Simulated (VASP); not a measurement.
# GaN: structure and properties in VASP

What structure does GaN take at this level, and what are its properties? The steps: first try, relaxing cell and atoms (AM05), density, ELF and potential (AM05), bands along the symmetry lines (AM05), total and projected DOS (AM05), dielectric tensor and Born charges (AM05), field gradients at the nuclei (AM05) and bands along the symmetry lines (AM05) with a changed input. The start is a computed cell from the Materials Project.

Calculated with VASP 6.6.1; AM05; plane waves and PAW (Ga_d, N).

### Step 1. The structure

Before any relaxation, the start is as follows. The structure is cubic, space group F-43m (No. 216). Conventional cell: a = 4.507 Å, b = 4.507 Å, c = 4.507 Å, α = 90.00°, β = 90.00°, γ = 90.00°. Nearest to Ga lie 4 N at 1.95 Å. N has 4 Ga at 1.95 Å nearest. Farther neighbours and most contacts between anions are not listed.

### Step 2. First try

This run is made with a changed input; what comes of it follows.

INCAR reads:

```
SYSTEM = GaN
PREC = Accurate
ENCUT = 520
EDIFF = 1E-06
NELM = 90
ISMEAR = 0
LREAL = .FALSE.
ALGO = Normal
GGA = AM
NBANDS = 15
LORBIT = 11
LWAVE = .FALSE.
LCHARG = .FALSE.
KPAR = 2
IBRION = 2
NSW = 30
ISIF = 3
EDIFFG = -0.01
SGIMA = 0.02
```

POSCAR reads:

```
GaN
1.0
    0.0000000000      2.2535006075      2.2535006075
    2.2535006075      0.0000000000      2.2535006075
    2.2535006075      2.2535006075      0.0000000000
Ga N
1 1
Direct
    0.0000000000      0.0000000000      0.0000000000
    0.7500000000      0.7500000000      0.7500000000
```

KPOINTS reads:

```
Automatic mesh
0
Gamma
10 10 10
0 0 0
```

PAW data sets: Ga_d and N (PBE family, release 64).

On the command line:

```console
$ mpirun -np 2 vasp_std
```

The log of the run:

```text
[banner, memory and clock lines left out]
running    2 mpi-ranks, on    1 nodes
 distrk:  each k-point on    1 cores,    2 groups
 distr:  one band on    1 cores,    1 groups

 POSCAR found type information on POSCAR GaN
 POSCAR found :  2 types and       2 ions
|                                                                             |
|               ----> ADVICE to this user running VASP <----                  |
|                                                                             |
|     You enforced a specific xc type in the INCAR file but a different       |
|     [... a line on the potential file left out ...]
|     I HOPE YOU KNOW WHAT YOU ARE DOING!                                     |
|                                                                             |

 LDA part: xc-table for (Slater+PW92), standard interpolation
 POSCAR, INCAR and KPOINTS ok, starting setup
 FFT: planning ... GRIDC
 FFT: planning ... GRID_SOFT
 FFT: planning ... GRID
 WAVECAR not read
 entering main loop
       N       E                     dE             d eps       ncg     rms          rms(c)
DAV:   1     0.819162762256E+02    0.81916E+02   -0.95567E+03  1545   0.217E+03
DAV:   2    -0.836684460419E+01   -0.90283E+02   -0.83780E+02  1627   0.331E+02
DAV:   3    -0.143604401834E+02   -0.59936E+01   -0.59632E+01  1557   0.753E+01
DAV:   4    -0.144334924743E+02   -0.73052E-01   -0.73041E-01  1840   0.893E+00
DAV:   5    -0.144344058748E+02   -0.91340E-03   -0.91338E-03  1613   0.907E-01    0.716E+00
DAV:   6    -0.126990053584E+02    0.17354E+01   -0.43960E+00  2122   0.409E+01    0.272E+00
DAV:   7    -0.126943086817E+02    0.46967E-02   -0.27287E-01  1585   0.608E+00    0.174E+00
DAV:   8    -0.126838769440E+02    0.10432E-01   -0.54185E-02  1585   0.286E+00    0.716E-01
DAV:   9    -0.126803991889E+02    0.34778E-02   -0.12859E-02  2112   0.255E+00    0.181E-01
DAV:  10    -0.126806766956E+02   -0.27751E-03   -0.14988E-03  1638   0.590E-01    0.104E-01
DAV:  11    -0.126806274084E+02    0.49287E-04   -0.17590E-04  2003   0.224E-01    0.624E-03
DAV:  12    -0.126806323693E+02   -0.49609E-05   -0.21095E-05  1606   0.524E-02    0.518E-03
DAV:  13    -0.126806323320E+02    0.37369E-07   -0.59080E-07  1377   0.144E-02
   1 F= -.12680632E+02 E0= -.12680632E+02  d E =-.126806E+02
 curvature:   0.00 expect dE= 0.000E+00 dE for cont linesearch  0.000E+00
 trial: gam= 0.00000 g(F)=  0.239E-45 g(S)=  0.392E-02 ort = 0.000E+00 (trialstep = 0.100E+01)
 search vector abs. value=  0.392E-02
 bond charge predicted
       N       E                     dE             d eps       ncg     rms          rms(c)
DAV:   1    -0.127242020952E+02   -0.43570E-01   -0.49870E-01  1662   0.185E+01    0.127E+00
DAV:   2    -0.126900713033E+02    0.34131E-01   -0.47582E-02  1774   0.711E+00    0.563E-01
DAV:   3    -0.126819491176E+02    0.81222E-02   -0.74569E-03  1732   0.322E+00    0.144E-01
DAV:   4    -0.126808660105E+02    0.10831E-02   -0.11317E-03  1796   0.479E-01    0.777E-03
DAV:   5    -0.126808687561E+02   -0.27456E-05   -0.54280E-05  1775   0.935E-02    0.115E-02
DAV:   6    -0.126808675981E+02    0.11579E-05   -0.11356E-06  1082   0.122E-02    0.823E-03
DAV:   7    -0.126808671482E+02    0.44994E-06   -0.77743E-07  1125   0.133E-02
   2 F= -.12680867E+02 E0= -.12680867E+02  d E =-.234816E-03
[...]
3 F= -.12681691E+02 E0= -.12681691E+02  d E =-.105880E-02
[...]
4 F= -.12681684E+02 E0= -.12681684E+02  d E =-.105153E-02
 curvature:  -0.24 expect dE=-0.804E-05 dE for cont linesearch -0.804E-05
 ZBRENT: interpolating
 opt :   0.5550  next Energy=   -12.681688 (dE=-0.106E-02)
 bond charge predicted
       N       E                     dE             d eps       ncg     rms          rms(c)
DAV:   1    -0.126817123784E+02   -0.28537E-04   -0.26785E-04  1683   0.434E-01    0.289E-02
DAV:   2    -0.126816945746E+02    0.17804E-04   -0.24676E-05  1760   0.161E-01    0.129E-02
DAV:   3    -0.126816901449E+02    0.44297E-05   -0.41398E-06  1606   0.768E-02    0.324E-03
DAV:   4    -0.126816895330E+02    0.61195E-06   -0.47442E-07   789   0.103E-02
   5 F= -.12681690E+02 E0= -.12681690E+02  d E =-.105720E-02
 curvature:  -0.13 expect dE=-0.214E-06 dE for cont linesearch -0.214E-06
 trial: gam= 0.00000 g(F)=  0.346E-44 g(S)=  0.171E-05 ort =-0.818E-04 (trialstep = 0.911E+00)
 search vector abs. value=  0.171E-05
 reached required accuracy - stopping structural energy minimisation
```

Run time: 17 s. Hardware: 2 MPI ranks of Intel Xeon Platinum 8259CL at 2.50GHz (Skylake/Cascade Lake), shared host; peak memory 0.27 GiB; 31 s of CPU time.

The logs omit lines about the potential files and the build; timing stands in the text.

OUTCAR, selected parts (step 2):

```text
ion  position               nearest neighbor table
   1  0.000  0.000  0.000-   2 1.95   2 1.95   2 1.95   2 1.95
   2  0.750  0.750  0.750-   1 1.95   1 1.95   1 1.95   1 1.95

  LATTYP: Found a face centered cubic cell.
 ALAT       =     4.5070012150

 Subroutine GETGRP returns: Found 24 space group operations
 (whereof 24 operations were pure point group operations)

The static configuration has the point symmetry T_d .

 Found     47 irreducible k-points:

   k-points           NKPTS =     47   k-points in BZ     NKDIM =     47   number of bands    NBANDS=     15

   dimension x,y,z NGX =    24 NGY =   24 NGZ =   24
   dimension x,y,z NGXF=    48 NGYF=   48 NGZF=   48

   ENCUT  =  520.0 eV  38.22 Ry    6.18 a.u.   5.93  5.93  5.93*2*pi/ulx,y,z

   NELECT =      18.0000    total number of electrons

 k-points in reciprocal lattice and weights: Automatic mesh
   0.00000000  0.00000000  0.00000000       0.001
   0.10000000  0.00000000  0.00000000       0.008
   0.20000000  0.00000000  0.00000000       0.008
   0.30000000  0.00000000  0.00000000       0.008
   0.40000000  0.00000000  0.00000000       0.008
   0.50000000  0.00000000  0.00000000       0.004
   0.10000000  0.10000000  0.00000000       0.006
   0.20000000  0.10000000  0.00000000       0.024
   0.30000000  0.10000000  0.00000000       0.024
[...]
-0.30000000  0.40000000  0.20000000       0.024
  -0.30000000  0.50000000  0.20000000       0.012

 average (electrostatic) potential at core
       1 -63.0878       2 -61.9433

 E-fermi :   6.1420

 k-point     1 :       0.0000    0.0000    0.0000
  band No.  band energies     occupation
    ...
      5      -7.8234      2.00000
      6      -7.8234      2.00000
      7       5.2951      2.00000
      8       5.2951      2.00000
      9       5.2951      2.00000
     10       7.1293      0.00000
     11      15.5792      0.00000
     12      15.5792      0.00000
     13      15.5792      0.00000
     14      22.9216      0.00000
    ...

 k-point     2 :       0.1000    0.0000    0.0000
  band No.  band energies     occupation
    ...
      5      -7.8248      2.00000
      6      -7.8248      2.00000
      7       4.2074      2.00000
      8       5.1860      2.00000
      9       5.1860      2.00000
     10       7.9653      0.00000
     11      15.0855      0.00000
     12      15.7467      0.00000
     13      15.7467      0.00000
     14      22.8310      0.00000
    ...

 k-point     3 :       0.2000    0.0000    0.0000
  band No.  band energies     occupation
    ...
      5      -7.8235      2.00000
      6      -7.8235      2.00000
      7       2.3794      2.00000
      8       4.9179      2.00000
      9       4.9179      2.00000
     10       9.0346      0.00000
     11      14.3163      0.00000
     12      16.0167      0.00000
     13      16.0167      0.00000
     14      21.7098      0.00000
    ...

  Total        0.0048546      0.0048546      0.0048546      0.0000000      0.0000000      0.0000000
  in kB        0.3430273      0.3430273      0.3430273      0.0000000      0.0000000      0.0000000
  external PRESSURE =       0.3430273 kB  Pullay stress =       0.0000000 kB

  energy-cutoff  :      520.00
  volume of cell :       22.67
      direct lattice vectors                 reciprocal lattice vectors
    -0.000000000  2.246475334  2.246475334    -0.222570884  0.222570884  0.222570884
     2.246475334  0.000000000  2.246475334     0.222570884 -0.222570884  0.222570884
     2.246475334  2.246475334  0.000000000     0.222570884  0.222570884 -0.222570884

 POSITION                                       TOTAL-FORCE (eV/Angst)
 -----------------------------------------------------------------------------------
      0.00000      0.00000      0.00000         0.000000      0.000000      0.000000
      3.36971      3.36971      3.36971        -0.000000     -0.000000     -0.000000
 -----------------------------------------------------------------------------------
    total drift:                               -0.000001     -0.000001     -0.000001

  FREE ENERGIE OF THE ION-ELECTRON SYSTEM (eV)
  ---------------------------------------------------
  free  energy   TOTEN  =       -12.6816895330 eV

  energy  without entropy=      -12.6816895330  energy(sigma->0) =      -12.68168953

 reached required accuracy - stopping structural energy minimisation

 total charge
# of ion       s       p       d       tot
------------------------------------------
    1        0.795   0.919  10.186  11.900
    2        1.216   2.513   0.000   3.730
--------------------------------------------------
tot          2.011   3.432  10.186  15.630

[... 3 further parts left out ...]
```

CONTCAR:

```
GaN
   1.00000000000000
    -0.0000000000000000    2.2464753336565435    2.2464753336565435
     2.2464753336565435    0.0000000000000000    2.2464753336565435
     2.2464753336565435    2.2464753336565435    0.0000000000000000
  Ga              N
     1     1
Direct
     0.0000000000000000    0.0000000000000000    0.0000000000000000
     0.7500000000000000    0.7500000000000000    0.7500000000000000
```

The run converged. In volume (within 0.3 %) and energy (within 2 meV an atom) it ends like the sound relaxation.

The fault in the input: misspelt tag (SGIMA = 0.02). VASP ignores tags that it doesn't know, so the default applied; correct the spelling.

### Step 3. Relaxing cell and atoms (AM05)

The start need not lie at this functional's minimum. ISIF = 3 frees volume, shape and positions, and EDIFFG sets the threshold on forces and stress at which the search stops.

INCAR, as its differences from that of step 2:

```diff
@@ -4,4 +4,5 @@
 EDIFF = 1E-06
-NELM = 90
+NELM = 100
 ISMEAR = 0
+SIGMA = 0.05
 LREAL = .FALSE.
@@ -15,5 +16,4 @@
 IBRION = 2
-NSW = 30
+NSW = 60
 ISIF = 3
 EDIFFG = -0.01
-SGIMA = 0.02
```

POSCAR is that of step 2.

KPOINTS is that of step 2.

On the command line:

```console
$ mpirun -np 2 vasp_std
```

The log of the run:

```text
[banner, memory and clock lines left out]
running    2 mpi-ranks, on    1 nodes
 distrk:  each k-point on    1 cores,    2 groups
 distr:  one band on    1 cores,    1 groups

 POSCAR found type information on POSCAR GaN
 POSCAR found :  2 types and       2 ions
 [... a notice as in an earlier step ...]

 LDA part: xc-table for (Slater+PW92), standard interpolation
 POSCAR, INCAR and KPOINTS ok, starting setup
 FFT: planning ... GRIDC
 FFT: planning ... GRID_SOFT
 FFT: planning ... GRID
 WAVECAR not read
 entering main loop
       N       E                     dE             d eps       ncg     rms          rms(c)
DAV:   1     0.819202633192E+02    0.81920E+02   -0.95567E+03  1545   0.217E+03
DAV:   2    -0.836684460411E+01   -0.90287E+02   -0.83881E+02  1627   0.331E+02
[... 1 cycle as in an earlier step ...]
DAV:   4    -0.144334924744E+02   -0.73052E-01   -0.73041E-01  1840   0.893E+00
[... 1 cycle as in an earlier step ...]
DAV:   6    -0.126990053582E+02    0.17354E+01   -0.43960E+00  2122   0.409E+01    0.272E+00
DAV:   7    -0.126943086815E+02    0.46967E-02   -0.27287E-01  1585   0.608E+00    0.174E+00
DAV:   8    -0.126838769439E+02    0.10432E-01   -0.54185E-02  1585   0.286E+00    0.716E-01
DAV:   9    -0.126803991887E+02    0.34778E-02   -0.12859E-02  2112   0.255E+00    0.181E-01
DAV:  10    -0.126806766955E+02   -0.27751E-03   -0.14988E-03  1638   0.590E-01    0.104E-01
DAV:  11    -0.126806274083E+02    0.49287E-04   -0.17590E-04  2003   0.224E-01    0.624E-03
DAV:  12    -0.126806323692E+02   -0.49609E-05   -0.21095E-05  1606   0.524E-02    0.518E-03
DAV:  13    -0.126806323318E+02    0.37417E-07   -0.59080E-07  1377   0.144E-02
   1 F= -.12680632E+02 E0= -.12680632E+02  d E =-.126806E+02
 curvature:   0.00 expect dE= 0.000E+00 dE for cont linesearch  0.000E+00
 trial: gam= 0.00000 g(F)=  0.866E-45 g(S)=  0.392E-02 ort = 0.000E+00 (trialstep = 0.100E+01)
 search vector abs. value=  0.392E-02
 bond charge predicted
       N       E                     dE             d eps       ncg     rms          rms(c)
DAV:   1    -0.127242020903E+02   -0.43570E-01   -0.49870E-01  1662   0.185E+01    0.127E+00
DAV:   2    -0.126900713025E+02    0.34131E-01   -0.47582E-02  1774   0.711E+00    0.563E-01
DAV:   3    -0.126819491177E+02    0.81222E-02   -0.74569E-03  1732   0.322E+00    0.144E-01
DAV:   4    -0.126808660107E+02    0.10831E-02   -0.11317E-03  1796   0.479E-01    0.777E-03
DAV:   5    -0.126808687563E+02   -0.27456E-05   -0.54280E-05  1775   0.935E-02    0.115E-02
DAV:   6    -0.126808675983E+02    0.11580E-05   -0.11356E-06  1082   0.122E-02    0.823E-03
DAV:   7    -0.126808671484E+02    0.44991E-06   -0.77743E-07  1125   0.133E-02
   2 F= -.12680867E+02 E0= -.12680867E+02  d E =-.234817E-03
[...]
3 F= -.12681691E+02 E0= -.12681691E+02  d E =-.105880E-02
[...]
4 F= -.12681684E+02 E0= -.12681684E+02  d E =-.105153E-02
 curvature:  -0.24 expect dE=-0.802E-05 dE for cont linesearch -0.802E-05
 ZBRENT: interpolating
 opt :   0.5550  next Energy=   -12.681688 (dE=-0.106E-02)
 bond charge predicted
       N       E                     dE             d eps       ncg     rms          rms(c)
DAV:   1    -0.126817123481E+02   -0.28507E-04   -0.26752E-04  1683   0.434E-01    0.289E-02
DAV:   2    -0.126816945663E+02    0.17782E-04   -0.24645E-05  1760   0.160E-01    0.129E-02
DAV:   3    -0.126816901418E+02    0.44245E-05   -0.41346E-06  1606   0.767E-02    0.324E-03
DAV:   4    -0.126816895305E+02    0.61124E-06   -0.47383E-07   789   0.103E-02
   5 F= -.12681690E+02 E0= -.12681690E+02  d E =-.105720E-02
 curvature:  -0.13 expect dE=-0.214E-06 dE for cont linesearch -0.214E-06
 trial: gam= 0.00000 g(F)=  0.169E-45 g(S)=  0.171E-05 ort =-0.820E-04 (trialstep = 0.911E+00)
 search vector abs. value=  0.171E-05
 reached required accuracy - stopping structural energy minimisation
```

Elapsed: 18 s, on 2 MPI ranks; peak memory 0.28 GiB.

From OUTCAR (step 3):

```text
The static configuration has the point symmetry T_d .

 Found     47 irreducible k-points:

   NELECT =      18.0000    total number of electrons

 E-fermi :   5.5947

 k-point     2 :       0.1000    0.0000    0.0000
  band No.  band energies     occupation
    ...
      5      -7.8247      2.00000
      6      -7.8247      2.00000
      7       4.2074      2.00000
      8       5.1860      2.00000
      9       5.1860      2.00000
     10       7.9653      0.00000
     11      15.0855      0.00000
     12      15.7467      0.00000
     13      15.7468      0.00000
     14      22.8310      0.00000
    ...

 k-point     3 :       0.2000    0.0000    0.0000
  band No.  band energies     occupation
    ...
      5      -7.8235      2.00000
      6      -7.8235      2.00000
      7       2.3794      2.00000
      8       4.9179      2.00000
      9       4.9179      2.00000
     10       9.0346      0.00000
     11      14.3163      0.00000
     12      16.0167      0.00000
     13      16.0167      0.00000
     14      21.7099      0.00000
    ...

  Total        0.0048638      0.0048638      0.0048638      0.0000000      0.0000000      0.0000000
  in kB        0.3436786      0.3436786      0.3436786      0.0000000      0.0000000      0.0000000
  external PRESSURE =       0.3436786 kB  Pullay stress =       0.0000000 kB

  energy-cutoff  :      520.00
  volume of cell :       22.67
      direct lattice vectors                 reciprocal lattice vectors
     0.000000000  2.246475148  2.246475148    -0.222570902  0.222570902  0.222570902
     2.246475148  0.000000000  2.246475148     0.222570902 -0.222570902  0.222570902
     2.246475148  2.246475148  0.000000000     0.222570902  0.222570902 -0.222570902

 POSITION                                       TOTAL-FORCE (eV/Angst)
 -----------------------------------------------------------------------------------
      0.00000      0.00000      0.00000        -0.000000     -0.000000      0.000000
      3.36971      3.36971      3.36971         0.000000      0.000000     -0.000000
 -----------------------------------------------------------------------------------
    total drift:                               -0.000001     -0.000001     -0.000001

  FREE ENERGIE OF THE ION-ELECTRON SYSTEM (eV)
  ---------------------------------------------------
  free  energy   TOTEN  =       -12.6816895305 eV

  energy  without entropy=      -12.6816895305  energy(sigma->0) =      -12.68168953

[... 13 parts as in an earlier step ...]

[... 1 further part left out ...]
```

The gap is read on the k-mesh alone, so it is an upper bound where the band edges lie off the mesh, and a coarse mesh can show a gap where there is none. The PAW data sets were made with PBE, which is usual practice but a small mismatch for other functionals. The run keeps the 24 symmetry operations of its start, so it cannot find a distortion of lower symmetry.

Relaxation path:

```tsv
step	energy less that of the first step (eV)	largest force (eV/Å)	pressure (GPa)	volume (Å³)
1	0.0000	0.0000	-1.63	22.89
2	-0.0002	0.0000	1.44	22.50
3	-0.0011	0.0000	-0.16	22.68
4	-0.0011	0.0000	0.15	22.67
5	-0.0011	0.0000	0.03	22.67
```

```tsv
conventional cell, symmetrised	before	after	change
a (Å)	4.507	4.493	-0.3 %
b (Å)	4.507	4.493	-0.3 %
c (Å)	4.507	4.493	-0.3 %
volume (Å³/atom)	11.44	11.34	-0.9 %
```

The relaxed structure:

```cif
data_structure
_symmetry_space_group_name_H-M 'P 1'
_symmetry_Int_Tables_number 1
_cell_length_a 3.1770
_cell_length_b 3.1770
_cell_length_c 3.1770
_cell_angle_alpha 60.000
_cell_angle_beta 60.000
_cell_angle_gamma 60.000
_cell_volume 22.67
loop_
_atom_site_label
_atom_site_type_symbol
_atom_site_fract_x
_atom_site_fract_y
_atom_site_fract_z
_atom_site_occupancy
Ga1 Ga 0.00000 0.00000 0.00000 1
N2 N 0.75000 0.75000 0.75000 1
```

Numbers from this step:

```
electrons                              : 18
bands                                  : 15
irreducible k-points                   : 47
symmetry operations                    : 24
free energy (TOTEN)                    : -12.68 eV
Fermi energy                           : 5.595 eV
pressure                               : 0.03437 GPa
metallic, judged on the points sampled : no
valence top at k                       : 0, 0, 0
conduction bottom at k                 : 0, 0, 0
least direct gap at k                  : 0, 0, 0
SCF cycles over all ionic steps        : 35
gap on the k-mesh                      : 1.834 eV
least direct gap on the k-mesh         : 1.834 eV
```

It ends with forces that vanish by symmetry and a pressure of 0.03 GPa.

[end of part 1 of 4]

[Lines on the potential files, build, host, timing and source positions are cut from VASP's logs without a mark.]

[Logs are printed without paths, hosts, clocks, repeated set-up lines and the standing remarks that a program may print on its own settings, such as how far it seeks lower states.]

[Hosts, paths, dates, database ids (printed as entryN), source tags and the programs' standing remarks are cut or masked in the printed files.]

[A measured line is paired with the nearest computed mode of its activity, which favours agreement.]

[In band tables of VASP the shares of atoms and orbitals are scaled to a sum of 1 inside the atoms' spheres.]
